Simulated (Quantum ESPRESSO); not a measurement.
Runs of Quantum ESPRESSO 7.5 on Te2Mo. The cell holds a slab with vacuum, 3 atoms: a = 3.560 Å, b = 3.560 Å, c = 17.524 Å, α = 90.00°, β = 90.00°, γ = 120.00°. 

```tsv
task	level	potentials or basis	form of the LDA correlation	gap on the mesh (eV)	V0 of scaled cells (Å³/atom)	B0 (GPa)	largest force (eV/Å)
equation of state	LDA	GBRV 1.5 LDA	PZ81	-	61.90	43	-
equation of state	PBEsol	GBRV 1.5 PBEsol	-	-	62.93	41	-
band structure	LDA	GBRV 1.5 LDA	PZ81	1.04	-	-	(b)
band structure	PBEsol	GBRV 1.5 PBEsol	-	1.04	-	-	(a)
```

Alike in all rows: no spin polarisation; cell as given; k mesh 9 × 9 × 2; cutoff (eV) 612; smearing fermi-dirac 0.05 eV.

Question: Fill in the values left out.

Answer: (a) 0.06; (b) 0.28.

Caveats: the cell was scaled at fixed shape and fractional positions, which overstates the stiffness of a crystal with free parameters, most of all of layers and chains (some runs); spin-orbit coupling is left out, which moves the levels of the heavy elements (some runs).

A k mesh can miss the band edges, and the runs leave out spin-orbit coupling on Mo, Te.

Not every run made on this cell is shown here.
